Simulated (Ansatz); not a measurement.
# Dielectric response of ZnS (10-10) films, part 4 of 5

Aim: the electronic and static ε of wurtzite ZnS (10-10) from films of three thicknesses in a field.

Ansatz 0.2.0; plane-wave DFT, PBE, Ansatz PAW (set soft_1); PAW set soft_1 (the session's first sound run).

So far. Step 14 (Response with the atoms held, 16 atoms, units 4): The induced dipole is that of a conductor 11.27 Å thick. Step 15 (Relaxing the film, 24 atoms, units 6): The gap is 2.15 eV, with the valence edge 5.99 eV and the conduction edge 3.83 eV under the upper vacuum level.

## 17. The relaxed film, single point, 24 atoms, units 6

The next thickness, treated alike, so that differences show the interior and the faces cancel.

input.yaml

```yaml
crystal:
  lattice:
    - [3.82, 0.0, 0.0]
    - [0.0, 6.26, 0.0]
    - [0.0, 0.0, 35.6438242264]
  atoms:
    - { symbol: Zn, position: [0.0, 0.049396238, 0.2639262383] }
    - { symbol: S, position: [0.0, 0.3863435584, 0.2446759815] }
    - { symbol: Zn, position: [0.5, 0.486180862, 0.2773591783] }
    - { symbol: S, position: [0.5, 0.8705043559, 0.2815826587] }
    - { symbol: Zn, position: [0.5, -0.0033411997, 0.3448931131] }
    - { symbol: S, position: [0.5, 0.3717835736, 0.3420257876] }
    - { symbol: Zn, position: [0.0, 0.4917110155, 0.3739242105] }
    - { symbol: S, position: [0.0, 0.8688754651, 0.3755670094] }
    - { symbol: Zn, position: [0.0, -0.005183296, 0.4378844708] }
    - { symbol: S, position: [0.0, 0.3700879107, 0.4366587703] }
    - { symbol: Zn, position: [0.5, 0.4939290625, 0.4683029316] }
    - { symbol: S, position: [0.5, 0.8697124567, 0.469300353] }
    - { symbol: Zn, position: [0.5, -0.0060709378, 0.5316970684] }
    - { symbol: S, position: [0.5, 0.3697124563, 0.5306996469] }
    - { symbol: Zn, position: [0.0, 0.4948167036, 0.5621155293] }
    - { symbol: S, position: [0.0, 0.8700879104, 0.5633412296] }
    - { symbol: Zn, position: [0.0, -0.0082889849, 0.6260757895] }
    - { symbol: S, position: [0.0, 0.3688754646, 0.6244329906] }
    - { symbol: Zn, position: [0.5, 0.4966588, 0.655106887] }
    - { symbol: S, position: [0.5, 0.8717835735, 0.6579742123] }
    - { symbol: Zn, position: [0.5, -0.0138191387, 0.7226408218] }
    - { symbol: S, position: [0.5, 0.3705043551, 0.7184173414] }
    - { symbol: Zn, position: [0.0, 0.5493962374, 0.7360737618] }
    - { symbol: S, position: [0.0, 0.8863435579, 0.7553240185] }
kpoints:
  mp_grid: { grid: [8, 4, 1] }
hamiltonian:
  xc: pbe
  pseudopotentials: { kind: paw, azcp: { folder: soft_1 } }
scf:
  occupations: { method: fixed }
  convergence: { dr2_threshold: 1.0e-09 }
efield:
  axis: 3
  dipole_correction: true
  ramp_position: 0.97
  ramp_width: 0.06
output:
  eigenvalues: true
  dos: { projected: true, e_range: [-7, 7] }
  write_potential: true
  write_density: true
  volumetric_format: npy
checkpoint:
  write: end6.run
  compress: false
  write_wavefunctions: false
```

Started as:

```
> ansatz run input.yaml --threads 4 --pin off --max-ram 8192MiB --backend cpu --events-out ev --progress --plain --runs-dir out
```

Numbers of over 12 decimals in the logs are rounded to 6 here.

The log of the run:

```text
[...]
Crystal: 24 atoms, lattice volume = 852.358 Å³
Basis set: ecut = 420 eV, 16743 PW (Γ)
Bands: 132, of which v1, the nominal top of the filled ones, is band 108 counted from 1 (107 counted from 0)
Symmetry: 2 space group operations
k-points: 15 of 32 (time reversal used)
[...]
k-point 1: bands = [... 104 lower, 0.1762, 0.2057, 0.3801, 0.4238, 3.5047, 3.6205, 3.8689, 3.9039, ... 20 higher]
  k-point 2: bands = [... 104 lower, 0.0955, 0.0955, 0.1660, 0.1660, 3.9080, 3.9080, 4.0321, 4.0321, ... 20 higher]
  k-point 14: bands = [... 104 lower, -0.8575, -0.8575, -0.5641, -0.5640, 3.9846, 3.9846, 4.2211, 4.2211, ... 20 higher]
[key lines of the parts left out:]
SCF converged after 14 iterations
Free energy (F): -50671.606187 eV
Fermi energy:    0.573781 eV
Dipole field:    D = 0.000000 V/Å  (p = 0.000000 e·Å, saw-weighted, corrected)
Work function:   Φ+ = 5.9894 eV   Φ− = 5.9894 eV
```

Wall time 2 min (4 threads of Arm Neoverse V1, shared host); peak memory 3.2 GiB.

Running mean over 3.308 Å of the planar mean; the ramp of the sawtooth is left out. Table of electron's electrostatic potential energy less the highest filled level by z:

```csv
z (Å),electron's electrostatic potential energy less the highest filled level (eV)
4,5.99
5,5.98
6,5.90
7,4.73
8,1.02
9,-2.62
10,-3.19
11,-3.69
12,-3.10
13,-3.21
14,-3.12
15,-3.08
16,-3.21
17,-3.12
18,-3.10
19,-3.17
20,-3.16
21,-3.09
22,-3.14
23,-3.21
24,-3.18
25,-3.66
26,-3.10
27,-1.75
28,2.64
29,5.40
30,5.96
31,5.99
32,5.99
```

The gap is 2.15 eV, with the valence edge 5.99 eV and the conduction edge 3.83 eV under the upper vacuum level.

## 18. Single point, 24 atoms, units 6, field 0.05 V/Å

input.yaml: that of step 17 with these lines changed.

```diff
@@ -37,3 +37,3 @@
   occupations: { method: fixed }
-  convergence: { dr2_threshold: 1.0e-09 }
+  convergence: { dr2_threshold: 1.0e-10 }
 efield:
@@ -43,5 +43,4 @@
   ramp_width: 0.06
+  amplitude: 0.05
 output:
-  eigenvalues: true
-  dos: { projected: true, e_range: [-7, 7] }
   write_potential: true
@@ -49,5 +48 @@
   volumetric_format: npy
-checkpoint:
-  write: end6.run
-  compress: false
-  write_wavefunctions: false
```

The log of the run:

```text
[...]
Crystal: 24 atoms, lattice volume = 852.358 Å³
Basis set: ecut = 420 eV, 16743 PW (Γ)
Bands: 132, of which v1, the nominal top of the filled ones, is band 108 counted from 1 (107 counted from 0)
Symmetry: 2 space group operations
k-points: 15 of 32 (time reversal used)
[...]
k-point 0: bands = [... 104 lower, 0.3459, 0.4111, 0.5013, 0.6198, 2.7218, 3.1011, 3.6488, 3.7197, ... 20 higher]
  k-point 1: bands = [... 104 lower, 0.1749, 0.2169, 0.3454, 0.4641, 3.4819, 3.6375, 3.8606, 3.9072, ... 20 higher]
  k-point 2: bands = [... 104 lower, 0.0426, 0.1062, 0.1522, 0.2294, 3.8547, 3.9547, 3.9921, 4.0663, ... 20 higher]
  k-point 14: bands = [... 104 lower, -0.8191, -0.7960, -0.6364, -0.4913, 3.9423, 4.0219, 4.2109, 4.2252, ... 20 higher]
[key lines of the parts left out:]
SCF converged after 17 iterations
Free energy (F): -50671.608965 eV
Fermi energy:    0.619785 eV
Dipole field:    D = 0.023588 V/Å  (p = 0.111107 e·Å, saw-weighted, corrected)
```

Run time: 2.2 min. Hardware: 4 threads; peak memory 3.2 GiB.

The dipole is 0.111 e·Å, and the gap on the mesh 2.102 eV.

## 19. Single point, 24 atoms, units 6, field -0.05 V/Å

input.yaml: that of step 18 with these lines changed.

```diff
@@ -43,3 +43,3 @@
   ramp_width: 0.06
-  amplitude: 0.05
+  amplitude: -0.05
 output:
```

The log of the run:

```text
[...]
Crystal: 24 atoms, lattice volume = 852.358 Å³
Basis set: ecut = 420 eV, 16743 PW (Γ)
Bands: 132, of which v1, the nominal top of the filled ones, is band 108 counted from 1 (107 counted from 0)
Symmetry: 2 space group operations
k-points: 15 of 32 (time reversal used)
[...]
k-point 0: bands = [... 104 lower, 0.3459, 0.4111, 0.5013, 0.6198, 2.7218, 3.1011, 3.6488, 3.7197, ... 20 higher]
  k-point 1: bands = [... 104 lower, 0.1749, 0.2169, 0.3454, 0.4641, 3.4819, 3.6375, 3.8606, 3.9072, ... 20 higher]
  k-point 2: bands = [... 104 lower, 0.0425, 0.1062, 0.1522, 0.2294, 3.8547, 3.9547, 3.9921, 4.0663, ... 20 higher]
  k-point 14: bands = [... 104 lower, -0.8191, -0.7961, -0.6364, -0.4913, 3.9423, 4.0219, 4.2109, 4.2252, ... 20 higher]
[key lines of the parts left out:]
SCF converged after 17 iterations
Free energy (F): -50671.608964 eV
Fermi energy:    0.619787 eV
Dipole field:    D = -0.023587 V/Å  (p = -0.111107 e·Å, saw-weighted, corrected)
```

The job ended after 2.2 min (4 threads; peak memory 3.2 GiB; 8.6 min of CPU time).

The dipole is -0.111 e·Å, and the gap on the mesh 2.102 eV.

## 20. Response with the atoms held, 24 atoms, units 6

This step: plane-wave DFT, PBE, Ansatz PAW (set soft_1); response to a field along the normal, atoms held; PAW set soft_1 (Ansatz 0.2.0).

Local field over the applied field, running mean. From the potentials at -0.05 and 0.05 V/Å; running mean over 3.308 Å, taken twice. Table of local field over applied field by z:

z (Å), local field over applied field and a bar from the least value:
```
        4      0.935 ############################
        5      0.971 ##############################
        6      0.892 ###########################
        7      0.734 #####################
        8      0.524 #############
        9      0.334 ######
       10      0.217 ##
       11      0.174 
       12      0.168 
       13      0.169 
       14      0.170 
       15      0.170 
       16      0.171 
       17      0.171 
       18      0.171 
       19      0.171 
       20      0.171 
       21      0.170 
       22      0.170 
       23      0.168 
       24      0.168 
       25      0.183 #
       26      0.249 ###
       27      0.395 ########
       28      0.601 ################
       29      0.798 #######################
       30      0.929 ############################
       31      0.984 ##############################
```

The induced dipole is that of a conductor 16.81 Å thick.

## 21. Field on, atoms free, 24 atoms, units 6, field 0.05 V/Å

This step: plane-wave DFT, PBE, Ansatz PAW (set soft_1); PAW set soft_1 (Ansatz 0.2.0).

The same pair of relaxations in the field for this thickness.

input.yaml: that of step 19 with these lines changed.

```diff
@@ -43,3 +43,6 @@
   ramp_width: 0.06
-  amplitude: -0.05
+  amplitude: 0.05
+relax:
+  f_tol: 0.0006
+  max_steps: 70
 output:
```

The log of the run:

```text
[...]
Crystal: 24 atoms, lattice volume = 852.358 Å³
Basis set: ecut = 420 eV, 16743 PW (Γ), exchange–correlation on 54×90×480 points (8 copies of the dense FFT grid, shifted against one another)
Bands: 132, of which v1, the nominal top of the filled ones, is band 108 counted from 1 (107 counted from 0)
Symmetry: 2 space group operations
k-points: 15 of 32 (time reversal used)
[...]
- { symbol: Zn, position: [0.0, -0.0083933, 0.626098] }
    - { symbol: S, position: [0.0, 0.368771, 0.624407] }
    - { symbol: Zn, position: [0.5, 0.496533, 0.655140] }
    - { symbol: S, position: [0.5, 0.871648, 0.657936] }
    - { symbol: Zn, position: [0.5, -0.013980, 0.722668] }
    - { symbol: S, position: [0.5, 0.370340, 0.718395] }
    - { symbol: Zn, position: [0.0, 0.549139, 0.736136] }
    - { symbol: S, position: [0.0, 0.886196, 0.755291] }
[key lines of the parts left out:]
SCF converged after 6 iterations
Free energy (F): -50671.608913 eV
Fermi energy:    0.597744 eV
Dipole field:    D = 0.025260 V/Å  (p = 0.118985 e·Å, saw-weighted, corrected)
```

Run time: 4.4 min. Hardware: 4 threads; peak memory 2.7 GiB; 17 min of CPU time.

No atom moved by 0.005 Å in the relaxation.

The relaxation took 4 steps and lowered the energy by 2.0e-4 eV; the largest force on the free atoms ends at 3.2e-4 eV/Å.

The dipole is 0.119 e·Å, and the gap on the mesh 2.128 eV.

## 22. Relaxing in the field, 24 atoms, units 6, field -0.05 V/Å

The opposite sign, again from the field-free geometry; the difference of the two cancels what relaxes without a field.

input.yaml: that of step 21 with these lines changed.

```diff
@@ -43,3 +43,3 @@
   ramp_width: 0.06
-  amplitude: 0.05
+  amplitude: -0.05
 relax:
```

The log of the run:

```text
[...]
Crystal: 24 atoms, lattice volume = 852.358 Å³
Basis set: ecut = 420 eV, 16743 PW (Γ), exchange–correlation on 54×90×480 points (8 copies of the dense FFT grid, shifted against one another)
Bands: 132, of which v1, the nominal top of the filled ones, is band 108 counted from 1 (107 counted from 0)
Symmetry: 2 space group operations
k-points: 15 of 32 (time reversal used)
[...]
- { symbol: Zn, position: [0.0, -0.00820246, 0.626058] }
    - { symbol: S, position: [0.0, 0.368962, 0.624457] }
    - { symbol: Zn, position: [0.5, 0.496782, 0.655073] }
    - { symbol: S, position: [0.5, 0.871896, 0.658019] }
    - { symbol: Zn, position: [0.5, -0.013649, 0.722620] }
    - { symbol: S, position: [0.5, 0.370694, 0.718442] }
    - { symbol: Zn, position: [0.0, 0.549662, 0.736018] }
    - { symbol: S, position: [0.0, 0.886499, 0.755361] }
[key lines of the parts left out:]
SCF converged after 6 iterations
Free energy (F): -50671.608913 eV
Fermi energy:    0.597744 eV
Dipole field:    D = -0.025260 V/Å  (p = -0.118985 e·Å, saw-weighted, corrected)
```

Run time: 4.1 min. Hardware: 4 threads; peak memory 2.7 GiB; 16 min of CPU time.

No atom moved by 0.005 Å in the relaxation.

The relaxation took 4 steps and lowered the energy by 2.0e-4 eV; the largest force on the free atoms ends at 3.2e-4 eV/Å.

The dipole is -0.119 e·Å, and the gap on the mesh 2.128 eV.

## 23. Response with the atoms relaxed, 24 atoms, units 6

This step: plane-wave DFT, PBE, Ansatz PAW (set soft_1); response to a field along the normal, atoms relaxed; PAW set soft_1 (Ansatz 0.2.0).

This step gave:

| Quantity | Value |
| --- | --- |
| equivalent conductor thickness p/(ε₀AE) | 18.01 Å |
| inner field over outer field | 0.1111 |
| local ε in the middle | 8.998 |

Local field over the applied field, running mean. From the potentials at -0.05 and 0.05 V/Å; running mean over 3.308 Å, taken twice. Local field over applied field against z:

z (Å), local field over applied field and a bar from the least value:
```
        4      0.938 #############################
        5      0.965 #############################
        6      0.906 ###########################
        7      0.725 #####################
        8      0.502 ##############
        9      0.274 ######
       10      0.135 #
       11      0.108 
       12      0.103 
       13      0.125 #
       14      0.112 
       15      0.110 
       16      0.112 
       17      0.111 
       18      0.111 
       19      0.111 
       20      0.111 
       21      0.111 
       22      0.114 
       23      0.123 #
       24      0.101 
       25      0.118 #
       26      0.155 ##
       27      0.361 #########
       28      0.580 ################
       29      0.803 ########################
       30      0.933 ############################
       31      0.982 ##############################
```

The induced dipole is that of a conductor 18.01 Å thick.

## 24. Electronic ε from the series

This step: plane-wave DFT, PBE, Ansatz PAW (set soft_1); permittivity from the thickness series, atoms held; PAW set soft_1 (Ansatz 0.2.0).

Each added layer adds t(1 − 1/ε) to the dipole term, so the slope against thickness gives ε without a choice of where the film ends.

This step gave:

```yaml
slope: 0.8303
intercept_of_the_fit: 1.703 Å
eps_of_the_interior: 5.892
```

Equivalent conductor thickness against distance between the outer atoms:

```csv
distance between the outer atoms (Å),equivalent conductor thickness (Å)
8.18,8.49
11.51,11.3
18.20,16.8
```

By hand, from the thinnest and the thickest film: slope = (16.815 − 8.494) / (18.201 − 8.180) = 0.830, so ε = 1/(1 − 0.830) = 5.89.

## 25. Static ε from the series

This step: plane-wave DFT, PBE, Ansatz PAW (set soft_1); permittivity from the thickness series, atoms relaxed; PAW set soft_1 (Ansatz 0.2.0).

The same fit for the relaxed films. The nearer its slope lies to 1, the more ε hangs on small errors.

This step gave:

```yaml
slope: 0.8915
intercept_of_the_fit: 1.781 Å
eps_of_the_interior: 9.215
```

Table of equivalent conductor thickness by distance between the outer atoms:

```csv
distance between the outer atoms (Å),equivalent conductor thickness (Å)
8.18,9.07
18.20,18.0
```

By hand, from the thinnest and the thickest film: slope = (18.007 − 9.074) / (18.202 − 8.181) = 0.891, so ε = 1/(1 − 0.891) = 9.21. One nm of such a film has the capacitance of 3.9/9.21 = 0.42 nm of SiO₂ (its equivalent oxide thickness).

## 26. The bulk crystal

This step: plane-wave DFT, PBE, Ansatz PAW (set soft_1); PAW set soft_1 (Ansatz 0.2.0).

System of this step: wurtzite ZnS. The structure is hexagonal, space group P6_3mc (No. 186). The conventional cell has a = 3.820 Å, b = 3.820 Å, c = 6.260 Å, α = 90.00°, β = 90.00°, γ = 120.00°. Nearest to Zn lie 4 S at 2.34 to 2.35 Å. Nearest to S lie 4 Zn at 2.34 to 2.35 Å. Farther neighbours and most contacts between anions are not listed.

Band edges are better read in the bulk than in a thin slab, where confinement and surface states shift them. The bulk run gives them against its mean potential.

input.yaml

```yaml
crystal:
  lattice:
    - [3.82, 0.0, 0.0]
    - [-1.91, 3.3082170425, 0.0]
    - [0.0, 0.0, 6.26]
  atoms:
    - { symbol: Zn, position: [0.3333333333, 0.6666666667, 0.0] }
    - { symbol: Zn, position: [0.6666666667, 0.3333333333, 0.5] }
    - { symbol: S, position: [0.3333333333, 0.6666666667, 0.375] }
    - { symbol: S, position: [0.6666666667, 0.3333333333, 0.875] }
kpoints:
  mp_grid: { grid: [8, 8, 6] }
  band_path: { path: [VBM, CBM], npoints: 1 }
hamiltonian:
  xc: pbe
  pseudopotentials: { kind: paw, azcp: { folder: soft_1 } }
scf:
  occupations: { method: fixed }
  convergence: { dr2_threshold: 1.0e-09 }
output:
  eigenvalues: true
checkpoint:
  write: bulk.run
  compress: false
  write_wavefunctions: false
```

The log of the run:

```text
[...]
Crystal: 4 atoms, lattice volume = 79.110 Å³
Basis set: ecut = 420 eV, 1545 PW (Γ)
Bands: 22, of which v1, the nominal top of the filled ones, is band 18 counted from 1 (17 counted from 0)
Symmetry: 12 space group operations
[...]
k-points: 40 of 384 (time reversal used)
[...]
SCF iter   1: F=—  HF=-8445.643868 eV  |F-HF|=—  |Δ(HF+E_count)|=         —  Δρ=4.13e-2  dr2=8.24e-1  ethr=3.10e-3  ⟨swp⟩=5.2  Hψ=4362  notcnv=0  defer=77
[...]
SCF iter  10: F=-8445.453178 eV  HF=-8445.453178 eV  |F-HF|=2.09e-10  |Δ(HF+E_count)|=   1.46e-8  Δρ=4.92e-7  dr2=2.23e-10  ethr=2.78e-12  ⟨swp⟩=6.9  Hψ=3955  notcnv=0
SCF 1 converged in 10 iterations: F = -8445.453178 eV  dr2 = 2.23e-10
[...]
SCF converged after 10 iterations
Free energy (F): -8445.453178 eV
[...]
Internal energy: -8445.453178 eV  (E = F + TS)
E sigma→0 (E₀):  -8445.453178 eV
Fermi energy:    5.753334 eV
[...]
--- Band table (eV; the first three rows and the last of 40) ---
  k-point 0: bands = [... 14 lower, 4.8689, 5.6824, 5.7533, 5.7533, 7.9221, 8.8261, 12.0420, 12.0420]
  k-point 1: bands = [... 14 lower, 4.9234, 5.1051, 5.6886, 5.6886, 8.4281, 8.8955, 12.0813, 12.0813]
  k-point 2: bands = [... 14 lower, 5.0754, 5.0754, 5.5163, 5.5163, 9.0837, 9.1247, 11.9874, 12.2222]
  k-point 39: bands = [... 14 lower, 2.9077, 2.9077, 4.4007, 4.4007, 10.1640, 10.1640, 12.0752, 12.0752]
```

The job ended after 4.1 s (4 threads; peak memory 0.33 GiB; 15 s of CPU time).

This step gave:

```yaml
gap_on_the_k_mesh: 2.169 eV
gap_along_the_path: 2.169 eV
smallest_direct_gap_along_the_path: 2.169 eV
gap_the_smaller_of_path_and_mesh: 2.169 eV
```

The gap is 2.17 eV.

## 27. Band edges against the vacuum, levels PBE

This step: plane-wave DFT, PBE, Ansatz PAW (set soft_1); band edges against the vacuum, bulk levels by PBE; PAW set soft_1 (Ansatz 0.2.0).

System of this step: ZnS (10-10), 6 units. The cell holds 24 atoms: 12 Zn and 12 S. Its edges and angles: a = 3.820 Å, b = 6.260 Å, c = 35.644 Å, α = 90.0°, β = 90.0°, γ = 90.0°. It derives from ZnS (wurtzite ZnS). Vacuum lies along c.

The averaged potential in the middle of the thickest slab ties the bulk's levels to the vacuum level.

align.yaml

```yaml
surface:
  bulk: { run: bulk.run }
  slab: { run: end6.run, axis: 3 }
  face: plus
  period: 3.30822
```

Started as:

```
> ansatz align-bands align.yaml -- --threads 4 --pin off
```

The log of the run:

```text
plus face
ionisation energy 5.942 eV
electron affinity 3.773 eV
  bulk: levels by pbe on the potential of pbe; from 16.17 to 19.48 Å its average varies by 0.1140 eV and climbs by +0.0000; the bulk's density to 1.20 % (its layers are strained against the bulk's: take a thicker slab or side, or run the bulk at their strain)
  vacuum: slopes by 0.0000 eV/Å; line-up 9.1279 eV
  the slab's own level stands -0.047 eV from the bulk's
  of the slab's run: its band edges are its mesh's, and a band can turn off it. A run with kpoints.band_path: { path: [VBM, CBM], npoints: 1 } finds the zone's; the potential's macroscopic average varies by 0.1140 eV from 16.168 to 19.476 Å, more than 0.03 eV: the crystal is too thin there to have an interior, or the window reaches out of it, or the period is not the layers'
```

The job ended after 0.06 s (4 threads).

This step gave:

```
ionisation energy : 5.942 eV
electron affinity : 3.773 eV
slab level shift  : -0.04725 eV
```

Check by hand: ionisation energy less affinity, 5.94 − (3.77) = 2.17 eV, is the bulk gap at this level.

The program warns that the averaged potential varies by 0.11 eV in the slab's middle, which these edges carry as an error.

(Part 4 of 5 ends here.)

[Logs are printed without paths, hosts, clocks, repeated set-up lines and the standing remarks that a program may print on its own settings, such as how far it seeks lower states.]

[Hosts, paths, dates, database ids (printed as entryN), source tags and the programs' standing remarks are cut or masked in the printed files.]

[Maps of the electrostatic potential energy from Ansatz leave out the sawtooth potential of an applied field or a dipole correction, so their vacuum need not be flat; planar profiles and work functions include it.]
